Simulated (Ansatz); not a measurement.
## Bands of As

```
As
1.0
     2.72930    0.00000    0.00000
     0.00000    2.72930    0.00000
     0.00000    0.00000    2.72930
As
1
Direct
  0.00000 0.00000 0.00000
```

The cell was built from the sc type and relaxed in the same program, and has space group Pm-3m; it needn't be a known or the stable phase.

These are results of DFT, PBE, all-electron LAPW, scalar-relativistic (Ansatz 0.2.0), not measurements.

Numerical set-up: a Γ-centred 13×13×13 k mesh, Fermi–Dirac smearing of 0.03 eV, basis error target 0.5 meV/atom, no spin polarisation.

Points in fractions of the reciprocal vectors of this cell: Γ (0, 0, 0), X (0, 0.5, 0), M (0.5, 0.5, 0), R (0.5, 0.5, 0.5). The path joins them by straight lines in the order Γ–X–M–Γ–R–X–R–M; legs that retrace an earlier one aren't tabulated. Energies are in eV from the Fermi level.

List the levels at X between -8 and 5.5 eV.

-6.81.

List the levels at M between -8 and 5.5 eV.

-4.22 (×2), 2.55.

List the levels at R between -8 and 5.5 eV.

-5.24, -1.87 (×3).

What is the band gap?

none: with an odd electron count and no spin polarisation the bands can't all be full, a metal in this set-up (spin order or a larger cell could open a gap).
